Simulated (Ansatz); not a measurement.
The cell is a 6-atom cell of CO2 (Cmce) from a materials database; cell and atoms were relaxed with r2SCAN+rVV10. Space group Cmce (No. 64), orthorhombic; conventional cell a = 5.286 Å, b = 4.760 Å, c = 6.427 Å, 13.47 Å³ an atom. C has 2 O at 1.16 Å; O has 1 C at 1.16 Å.

```cif
data_structure
_symmetry_space_group_name_H-M 'P 1'
_symmetry_Int_Tables_number 1
_cell_length_a 3.5565
_cell_length_b 3.5565
_cell_length_c 6.4270
_cell_angle_alpha 90.000
_cell_angle_beta 90.000
_cell_angle_gamma 84.005
_cell_volume 80.85
loop_
_atom_site_label
_atom_site_type_symbol
_atom_site_fract_x
_atom_site_fract_y
_atom_site_fract_z
_atom_site_occupancy
C1 C 0.00000 0.00000 0.00000 1
C2 C 0.50000 0.50000 0.50000 1
O1 O 0.80373 0.19627 0.89287 1
O2 O 0.19627 0.80373 0.10713 1
O3 O 0.69627 0.30373 0.39287 1
O4 O 0.30373 0.69627 0.60713 1
```

The questions ask for values computed with the plane-wave code Ansatz on this geometry. The values are computed, spin-unpolarised, and not measurements.

Given (8×8×4 mesh): r2SCAN gives an indirect gap of 7.31 eV, from Y to Γ; the least direct gap is 7.88 eV at Γ.

**Question.** Estimate the gap with LDA on 8×8×4.

**Answer.** LDA gives an indirect gap of 6.40 eV, from Y to Γ; the least direct gap is 6.97 eV at Γ. The gap differs by -0.92 eV from r2SCAN's.

**Question.** What does PBE give for the gap (8×8×4 mesh)?

**Answer.** PBE gives an indirect gap of 6.70 eV, from Y to Γ; the least direct gap is 7.26 eV at Γ. The gap differs by -0.61 eV from r2SCAN's.

**Question.** What are ε∞ and the Born charges with PBE?

**Answer.** ε∞: 1.78, 2.29 and 2.08 along x, y and z. Born charges, averaged over directions: C +1.44, O -0.72 e.

**Question.** What do these levels agree on?

**Answer.** Among these functionals the gap stays indirect.

Run but not listed, since they were read on a mesh alone, on too coarse a mesh, or into states of the vacuum: r2SCANh, HSE06, DDH-PBE0, PBE0.
